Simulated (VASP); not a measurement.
# A VASP 6.6.1 single-point calculation on Mg$_{2}$Sn

INCAR

```
LWAVE = .FALSE.
ISIF = 2
MAGMOM = 0.5 0.5 0.5
NBANDS = 16
NELMDL = -8
LASPH = .TRUE.
NELM = 93
ISMEAR = -1
GGA = PE
EDIFF = 1E-7
LREAL = .FALSE.
ENCUT = 520
PREC = Accurate
ISPIN = 2
IBRION = -1
NSW = 0
SIGMA = 0.02
LCHARG = .FALSE.
```

KPOINTS

```
KPOINTS created by Atomic Simulation Environment
0
Gamma
6 6 6
0 0 0
```

POSCAR

```
Sn Mg
 1.0000000000000000
    -0.0000000000000000    3.3799352820842841    3.3799352820842841
     3.3799352820842841    0.0000000000000000    3.3799352820842841
     3.3799352820842841    3.3799352820842841   -0.0000000000000000
 Sn  Mg
   1   2
Cartesian
  0.0000000000000000 -0.0000000000000000  0.0000000000000000
  1.6899676410421418  1.6899676410421418  1.6899676410421418
  5.0699029231264250  5.0699029231264250  5.0699029231264250
```

The recommended PBE PAW datasets give the neutral cell 18 valence electrons.

Command

```
mpirun -np 1 vasp_std
```

OSZICAR

```
N       E                     dE             d eps       ncg     rms          rms(c)
DAV:   1     0.954969705570E+02    0.95497E+02   -0.80489E+03  1040   0.114E+03
DAV:   2     0.410778978510E+00   -0.95086E+02   -0.92195E+02  1088   0.300E+02
DAV:   3    -0.733636515118E+01   -0.77471E+01   -0.76985E+01  1296   0.757E+01
DAV:   4    -0.753943110396E+01   -0.20307E+00   -0.20304E+00  1264   0.131E+01
DAV:   5    -0.754788172553E+01   -0.84506E-02   -0.84504E-02  1472   0.241E+00
DAV:   6    -0.754818393734E+01   -0.30221E-03   -0.30221E-03  1400   0.347E-01
DAV:   7    -0.754818676515E+01   -0.28278E-05   -0.28278E-05  1504   0.376E-02
DAV:   8    -0.754818681790E+01   -0.52750E-07   -0.52704E-07  1312   0.472E-03    0.434E+00
DAV:   9    -0.745900958465E+01    0.89177E-01   -0.26376E-01  1224   0.220E+00    0.203E+00
DAV:  10    -0.740386084745E+01    0.55149E-01   -0.13234E-01  1240   0.211E+00    0.123E+00
DAV:  11    -0.740147498615E+01    0.23859E-02   -0.21554E-02  1192   0.125E+00    0.460E-01
DAV:  12    -0.740196332150E+01   -0.48834E-03   -0.19248E-03  1200   0.495E-01    0.259E-01
DAV:  13    -0.740213522833E+01   -0.17191E-03   -0.55501E-04  1120   0.219E-01    0.601E-02
DAV:  14    -0.740216983222E+01   -0.34604E-04   -0.13643E-04  1160   0.128E-01    0.185E-02
DAV:  15    -0.740218922159E+01   -0.19389E-04   -0.33426E-05  1120   0.593E-02    0.815E-03
DAV:  16    -0.740219499824E+01   -0.57766E-05   -0.62983E-06  1144   0.239E-02    0.694E-03
DAV:  17    -0.740219262889E+01    0.23694E-05   -0.33902E-06  1096   0.137E-02    0.366E-03
DAV:  18    -0.740219196463E+01    0.66426E-06   -0.29511E-07  1208   0.363E-03    0.530E-04
DAV:  19    -0.740219197701E+01   -0.12375E-07   -0.22053E-08   800   0.111E-03
   1 F= -.74021920E+01 E0= -.74021435E+01  d E =-.970195E-04  mag=    -0.0000
```

Standard output (part)

```
POSCAR found type information on POSCAR SnMg
 POSCAR found :  2 types and       3 ions
 LDA part: xc-table for (Slater+PW92), standard interpolation
 POSCAR, INCAR and KPOINTS ok, starting setup
 WAVECAR not read
 entering main loop
```

It converged. Results: pressure 0.9 GPa; magnetic moment of the cell 0.00 μB.

For comparison, a separate PBE run of the intended cell, on usual settings and not on those above, gives a gap of -0.16 eV on its mesh and a pressure of 0.9 GPa.

The run above took about 44 s on one core of a shared host (Intel Xeon Platinum 8488C) and held 0.24 GiB at most.
